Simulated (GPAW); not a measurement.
## STM contrast on H-SiSi-Cl chair monolayer

Wanted: filled- and empty-state images of H-SiSi-Cl chair monolayer, with its work function.

Program: GPAW 26.7.0. Level of theory: GPAW, PAW setups; layer in a repeated cell with vacuum, relaxation of atoms and in-plane cell, in the first sound run; inputs show where later runs differ. Results are calculated unless marked as measured.

**1. The structure**

The cell holds 4 atoms: 1 Cl, 2 Si and 1 H. Its edges and angles: a = 3.663 Å, b = 3.663 Å, c = 22.290 Å, α = 90.0°, β = 90.0°, γ = 120.0°. Vacuum lies along c.

As a file:

```cif
data_structure
_symmetry_space_group_name_H-M 'P 1'
_symmetry_Int_Tables_number 1
_cell_length_a 3.6630
_cell_length_b 3.6630
_cell_length_c 22.2900
_cell_angle_alpha 90.000
_cell_angle_beta 90.000
_cell_angle_gamma 120.000
_cell_volume 259.01
loop_
_atom_site_label
_atom_site_type_symbol
_atom_site_fract_x
_atom_site_fract_y
_atom_site_fract_z
_atom_site_occupancy
Cl1 Cl 0.66667 0.33333 0.40377 1
Si2 Si 0.66667 0.33333 0.49933 1
Si3 Si 0.33333 0.66667 0.53253 1
H4 H 0.33333 0.66667 0.59623 1
```

**2. Relaxing the atoms**

The atoms are relaxed first, since the surface dipole, and with it the work function, follows the positions of the outer layers.

File run.py:

```python
import json
import numpy as np
from ase import Atoms
from ase.filters import FrechetCellFilter
from ase.optimize import BFGS
from gpaw import GPAW, PW

slab = Atoms(
    ['Cl', 'Si', 'Si', 'H'],
    positions=[
        [1.83150, 1.05742, 9.00000],
        [1.83150, 1.05742, 11.13000],
        [-0.00000, 2.11483, 11.87000],
        [-0.00000, 2.11483, 13.29000]],
    cell=[[3.663, 0.0, 0.0], [-1.8315, 3.17225, 0.0], [0.0, 0.0, 22.29]],
    pbc=[True, True, True])

slab.calc = GPAW(mode=PW(600), xc='PBE', kpts={'size': (9, 9, 1), 'gamma': True},
                 occupations={'name': 'fermi-dirac', 'width': 0.05}, nbands='200%',
                 convergence={'density': 1e-05}, maxiter=200,
                 symmetry={'tolerance': 1e-3}, txt='slab.txt')
result = {}
# The in-plane cell is free; stress needs a cell that repeats along all three vectors
path = []
opt = BFGS(FrechetCellFilter(slab, mask=[1, 1, 0, 0, 0, 1]), maxstep=0.2)
opt.attach(lambda: path.append((slab.get_potential_energy(), slab.positions.tolist(), slab.get_forces().tolist())))
result['relaxed'] = bool(opt.run(fmax=0.02, steps=45))
result['path'] = path
result['cell'] = slab.cell.tolist()
print('in-plane lattice', slab.cell.cellpar().round(4)[[0, 1, 5]])
energy = slab.get_potential_energy()
fermi = slab.calc.get_fermi_level()
v = slab.calc.get_electrostatic_potential().mean((0, 1)) - fermi
n = slab.calc.get_pseudo_density().mean((0, 1))
L = slab.cell[2, 2]
z = np.arange(len(v)) * L / len(v)
low, high = slab.positions[:, 2].min(), slab.positions[:, 2].max()
below, above = np.interp([low - 6.8, high + 6.8], z, v)
slopes = [np.interp(x, z, np.gradient(v, z)) for x in (low - 6.8, high + 6.8)]
eps = np.array([[slab.calc.get_eigenvalues(k, s) for k in range(len(slab.calc.get_ibz_k_points()))]
                for s in range(slab.calc.get_number_of_spins())]) - fermi
top, bottom = eps[eps < 0].max(), eps[eps > 0].min()
dipole = slab.get_dipole_moment()[2]
print(f'energy {energy:.4f} eV, Fermi level {fermi:.4f} eV, dipole {dipole:.5f} e A')
print(f'potential 6.8 A off the faces, from the Fermi level: lower {below:.4f} eV, upper {above:.4f} eV')
print(f'slope of the potential there: lower {slopes[0]:.5f}, upper {slopes[1]:.5f} eV/A')
print(f'nearest levels on the mesh: {top:.4f} and {bottom:.4f} eV')
print('magnetic moment', round(slab.get_magnetic_moment(), 3))
result.update(energy=energy, fermi=fermi, dipole=dipole, below=below, above=above, slopes=slopes, edges=[top, bottom],
              z=z.tolist(), v=v.tolist(), n=n.tolist(), positions=slab.positions.tolist(),
              forces=slab.get_forces(apply_constraint=False).tolist(), moments=slab.get_magnetic_moments().tolist())
json.dump(result, open('result.json', 'w'))
```

Launch:

```bash
OMP_NUM_THREADS=1 OPENBLAS_NUM_THREADS=1 python run.py
```

Log:

```text
Step          Energy          fmax
BFGS:    0      -16.817988        1.740262
BFGS:    1      -16.944015        1.182978
BFGS:    2      -17.071048        0.822155
BFGS:    3      -17.114370        0.769695
BFGS:    4      -17.195137        0.605858
BFGS:    5      -17.208946        0.505072
BFGS:    6      -17.219125        0.400788
BFGS:    7      -17.226795        0.425102
BFGS:    8      -17.235512        0.404540
BFGS:    9      -17.241275        0.244924
BFGS:   10      -17.242594        0.067459
BFGS:   11      -17.242698        0.014895
in-plane lattice [  3.9173   3.9173 120.    ]
energy -17.2427 eV, Fermi level -2.5044 eV, dipole 0.10698 e A
potential 6.8 A off the faces, from the Fermi level: lower 4.7681 eV, upper 4.4816 eV
slope of the potential there: lower 0.06535, upper 0.06544 eV/A
nearest levels on the mesh: -0.9171 and 0.9103 eV
magnetic moment 0.0
```

It took 6.9 min on 1 thread of Arm Neoverse V1, shared host; peak memory 0.39 GiB.

Numbers from this step:

```yaml
dipole_along_the_normal: 0.1070 e·Å
levels_nearest_the_fermi_level_on_the_mesh: -0.9171, 0.9103 eV from the Fermi level
```

The electrostatic potential energy of an electron (without an applied field's), less the Fermi level, planar mean by z:

```tsv
z (Å)	electrostatic potential energy of an electron (without an applied field's), less the Fermi level, planar mean (eV)
0	4.62
1	4.69
2	4.75
3	4.82
4	4.88
5	4.95
6	5.01
7	5.05
8	4.24
9	-9.87
10	1.72
11	-10.6
12	-9.56
13	1.99
14	3.71
15	4.13
16	4.21
17	4.28
18	4.34
19	4.41
20	4.47
21	4.54
22	4.60
```

Table of pseudo valence density, planar mean by z:

z (Å), pseudo valence density, planar mean (e/Å³) and a bar:
```
        5      0.000 
        6      0.000 
        7      0.002 
        8      0.065 ######
        9      0.336 ##############################
       10      0.151 #############
       11      0.225 ####################
       12      0.212 ###################
       13      0.115 ##########
       14      0.020 ##
       15      0.001 
       16      0.000 
       17      0.000
```

The relaxation lowered the energy of the cell by 0.425 eV (energies extrapolated to zero smearing; the optimiser's log prints free energies). The largest force left on a free atom is 0.015 eV/Å.

**3. Plane waves, PBE**

The work function is the vacuum plateau of the electrostatic potential less the Fermi level; a dipole layer lets the two faces have plateaus of their own.

This step: GPAW, PAW setups; slab in vacuum (GPAW 26.7.0).

File run.py:

```python
import json
import numpy as np
from ase import Atoms
from ase.dft.stm import STM
from gpaw import GPAW, PW

slab = Atoms(
    ['Cl', 'Si', 'Si', 'H'],
    positions=[
        [1.95863, 1.13082, 9.00000],
        [1.95863, 1.13082, 11.08179],
        [-0.00000, 2.26163, 11.80338],
        [-0.00000, 2.26163, 13.31002]],
    cell=[[3.91726, -0.0, 0.0], [-1.95863, 3.39245, 0.0], [0.0, 0.0, 22.31]],
    pbc=[True, True, False])

slab.calc = GPAW(mode=PW(500), xc='PBE', kpts={'size': (9, 9, 1), 'gamma': True},
                 occupations={'name': 'fermi-dirac', 'width': 0.05}, nbands='200%',
                 convergence={'density': 1e-05}, maxiter=200,
                 poissonsolver={'dipolelayer': 'xy'},
                 symmetry={'tolerance': 1e-3}, txt='slab.txt')
result = {}
energy = slab.get_potential_energy()
fermi = slab.calc.get_fermi_level()
v = slab.calc.get_electrostatic_potential().mean((0, 1)) - fermi
n = slab.calc.get_pseudo_density().mean((0, 1))
L = slab.cell[2, 2]
z = np.arange(len(v)) * L / len(v)
low, high = slab.positions[:, 2].min(), slab.positions[:, 2].max()
below, above = np.interp([low - 6.8, high + 6.8], z, v)
slopes = [np.interp(x, z, np.gradient(v, z)) for x in (low - 6.8, high + 6.8)]
eps = np.array([[slab.calc.get_eigenvalues(k, s) for k in range(len(slab.calc.get_ibz_k_points()))]
                for s in range(slab.calc.get_number_of_spins())]) - fermi
top, bottom = eps[eps < 0].max(), eps[eps > 0].min()
dipole = slab.get_dipole_moment()[2]
print(f'energy {energy:.4f} eV, Fermi level {fermi:.4f} eV, dipole {dipole:.5f} e A')
print(f'potential 6.8 A off the faces, from the Fermi level: lower {below:.4f} eV, upper {above:.4f} eV')
print(f'slope of the potential there: lower {slopes[0]:.5f}, upper {slopes[1]:.5f} eV/A')
print(f'nearest levels on the mesh: {top:.4f} and {bottom:.4f} eV')
print('magnetic moment', round(slab.get_magnetic_moment(), 3))
result.update(energy=energy, fermi=fermi, dipole=dipole, below=below, above=above, slopes=slopes, edges=[top, bottom],
              z=z.tolist(), v=v.tolist(), n=n.tolist(), positions=slab.positions.tolist(),
              forces=slab.get_forces(apply_constraint=False).tolist(), moments=slab.get_magnetic_moments().tolist())

# Images need the states of the whole zone, up to time reversal
slab.calc = slab.calc.fixed_density(symmetry={'point_group': False}, txt='states.txt', nbands='260%',
                                    convergence={'bands': 'CBM+0.8'})
stm = STM(slab)
result['stm'] = []
for bias in [-0.5, 0.5]:
    height = high + 4.0
    current = stm.get_averaged_current(bias, height)
    x, y, h = stm.scan(bias, current)
    i, f = divmod(height / L * stm.ldos.shape[2], 1)
    I = abs((1 - f) * stm.ldos[:, :, int(i)] + f * stm.ldos[:, :, int(i) + 1])
    print(f'bias {bias} V: mean current at 4.0 A {current:.4e}, corrugation {np.ptp(h):.4f} A')
    result['stm'].append(dict(bias=bias, current=current, h=(h - high).tolist(), I=I.tolist()))
json.dump(result, open('result.json', 'w'))
```

Log:

```text
energy -17.2241 eV, Fermi level -2.4972 eV, dipole 0.08480 e A
potential 6.8 A off the faces, from the Fermi level: lower 5.1900 eV, upper 4.0336 eV
slope of the potential there: lower -0.00005, upper 0.00003 eV/A
nearest levels on the mesh: -0.9143 and 0.9108 eV
magnetic moment 0.0
bias -0.5 V: mean current at 4.0 A 0.0000e+00, corrugation 0.0000 A
bias 0.5 V: mean current at 4.0 A 0.0000e+00, corrugation 0.0000 A
```

Wall time 1.8 min (1 thread); peak memory 0.46 GiB.

Numbers from this step:

| Item | Value |
| --- | --- |
| dipole along the normal | 0.08480 e·Å |
| levels nearest the Fermi level on the mesh | -0.9143, 0.9108 eV from the Fermi level |
| upper work function | 4.034 eV |
| lower work function | 5.190 eV |
| upper ionisation energy | 4.948 eV |

Table of electrostatic potential energy of an electron (without an applied field's), less the Fermi level, planar mean by z:

```tsv
z (Å)	electrostatic potential energy of an electron (without an applied field's), less the Fermi level, planar mean (eV)
0.0	4.61
0.5	5.19
1.0	5.19
1.5	5.19
2.0	5.19
2.5	5.19
3.0	5.19
3.5	5.19
4.0	5.19
4.5	5.19
5.0	5.19
5.5	5.19
6.0	5.19
6.5	5.18
7.0	5.16
7.5	5.03
8.0	4.23
8.5	-0.346
9.0	-9.92
9.5	-1.10
10.0	1.65
10.5	-2.72
11.0	-10.9
11.5	-12.6
12.0	-9.20
12.5	-1.08
13.0	1.98
13.5	2.43
14.0	3.68
14.5	3.96
15.0	4.02
15.5	4.03
16.0	4.03
16.5	4.03
17.0	4.03
17.5	4.03
18.0	4.03
18.5	4.03
19.0	4.03
19.5	4.03
20.0	4.03
20.5	4.03
21.0	4.03
21.5	4.03
22.0	4.15
```

Pseudo valence density, planar mean against z:

```tsv
z (Å)	pseudo valence density, planar mean (e/Å³)
5	2.7e-6
6	5.4e-5
7	0.00195
8	0.0685
9	0.340
10	0.147
11	0.230
12	0.208
13	0.115
14	0.0191
15	8.5e-4
16	3.6e-5
17	1.7e-6
```

The layer is gapped, so the Fermi level lies somewhere inside the gap, set by smearing and numerics, and these work functions are no property of the material; the band edges below the vacuum level are. The potential is flat to 5.0e-5 eV/Å where it is read, so the vacuum is wide enough. At -0.5 and 0.5 V the search found no usable constant-current contour near the set height, since the window lies inside the gap and carries no current, so the printed corrugation is no image; it is left out.

**4. Results**

```json
{
  "work function, upper and lower face (Fermi level placed in the gap by the smearing)": "4.034 and 5.190 eV",
  "ionisation energy from the upper face (highest filled level on the mesh)": "4.95 eV",
  "electron affinity from the upper face (lowest empty Kohn-Sham level on the mesh)": "3.12 eV",
  "dipole along the normal": "0.0848 e Å"
}
```

What this shows: With plane waves and PBE the ionisation energy from the upper face is 4.95 eV and the Kohn-Sham electron affinity 3.12 eV. The two faces differ by 1.2 eV, the step that the slab's dipole makes (e p/(ε0 A) gives 1.2 eV), so the dipole layer is needed. The levels nearest the Fermi level on the mesh lie 1.83 eV apart, so the slab is gapped there: the smearing puts the Fermi level inside the gap, and from either face the ionisation energy is the work function plus 0.91 eV. Both are Kohn-Sham levels on the mesh, and semilocal gaps are too small, so the affinity tends to come out too large and the ionisation energy too small. The starting lattice was a guess from atomic radii; the relaxation moved it by 7 %. The relaxation of atoms and cell ran in a fully periodic cell without the dipole layer, so the atoms of this polar layer felt a small spurious field. The layer's cell and atoms come from the relaxation; spin-orbit coupling and temperature are left out.

[Logs are printed without paths, hosts, clocks, repeated set-up lines and the standing remarks that a program may print on its own settings, such as how far it seeks lower states.]

[Hosts, paths, dates, database ids (printed as entryN), source tags and the programs' standing remarks are cut or masked in the printed files.]
